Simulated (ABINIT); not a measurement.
Crystal: Cd.

```
CELL_PARAMETERS angstrom
2.97887 0.00000 0.00000
-1.48944 2.57978 0.00000
0.00000 0.00000 5.61765
ATOMIC_POSITIONS crystal
Cd 0.66667 0.33333 0.75000
Cd 0.33333 0.66667 0.25000
```

- Program: ABINIT 10.8.3 (patched build)
- Task: single point
- Functional: PBE
- Potentials or basis: JTH PAW PBE v2.0
- Cutoff: 599 eV
- k mesh: 10 × 10 × 5
- Occupations: fermi-dirac, width 0.05 eV
- Spin: no spin polarisation

On this cell: pressure 2.8 GPa; largest force under 0.003 eV/Å; band gap on the k mesh none (metal or under the smearing width).

The same run follows on a disturbed copy (atoms moved at random, drawn with an rms of 0.05 Å):

```xyz
2
Lattice="2.9789 0.0000 0.0000 -1.4894 2.5798 0.0000 0.0000 0.0000 5.6177" Properties=species:S:1:pos:R:3 pbc="T T T"
Cd    1.4630    0.8500    4.2765
Cd   -0.0846    1.7571    1.4493
```

**Question.** What changes?

**Answer.** The energy (extrapolated to zero smearing) moves by +0.6 meV/atom; pressure 2.9 GPa; largest force 0.040 eV/Å; band gap on the k mesh none (metal or under the smearing width).

Forces in eV/Å, atoms in the order of the input:
```
Cd  -0.017  0.014 -0.034
Cd   0.017 -0.014  0.034
```

Stress tensor (GPa, compression positive):
```
 3.47 -0.07  0.01
-0.07  3.36 -0.01
 0.01 -0.01  1.74
```
